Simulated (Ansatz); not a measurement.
An element in the bcc structure gives these cold pressures by all-electron LAPW under PBE (Ansatz 0.2.0, scalar-relativistic, no spin polarisation).

```tsv
V (Å³/atom)	P (GPa)
54.04	0.00
47.55	1.85
42.15	4.33
36.75	8.36
31.34	15.14
27.02	23.8
23.24	35.5
```

Question: Which element is it?

Answer: Sr. Its zero-pressure volume in this structure is near 54.0 Å³/atom; the volume and the steepness of P(V) together point to it, though neighbours can come close. Neighbours weren't tried against these numbers.
